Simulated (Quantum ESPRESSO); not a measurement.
Crystal: BN.

```
N B
1.0
     2.49824    0.00000    0.00000
    -1.24912    2.16354    0.00000
     0.00000    0.00000    6.63570
N B
2 2
Direct
  0.66667 0.33333 0.25000
  0.33333 0.66667 0.75000
  0.66667 0.33333 0.75000
  0.33333 0.66667 0.25000
```

Base run:

| Quantity | Value |
| --- | --- |
| Program | Quantum ESPRESSO 7.5 |
| Functional | PBE |
| Potentials or basis | SSSP 1.3 efficiency PBE |
| Cutoff | 816 eV |
| Density cutoff | 6531 eV |
| k mesh | 12 × 12 × 4 |
| Occupations | fermi-dirac, width 0.05 eV |
| Spin | no spin polarisation |

Its results: band gap on the k mesh 4.31 eV, indirect (least direct gap 4.69 eV); pressure 4.0 GPa.

The run is repeated on the same cell with these changes: potentials or basis from SSSP 1.3 efficiency PBE to PseudoDojo 0.4.1 SR PBE standard; cutoff from 816 eV to 1143 eV; density cutoff from 6531 eV to 4572 eV. What comes out?

Band gap on the k mesh 4.32 eV, indirect (least direct gap 4.69 eV); pressure 4.7 GPa.

Caveats: this functional lacks dispersion, which binds the layers, so the pressure and a relaxed spacing across them are unreliable.

A k mesh can miss the band edges.

Not every run made on this cell is shown here.
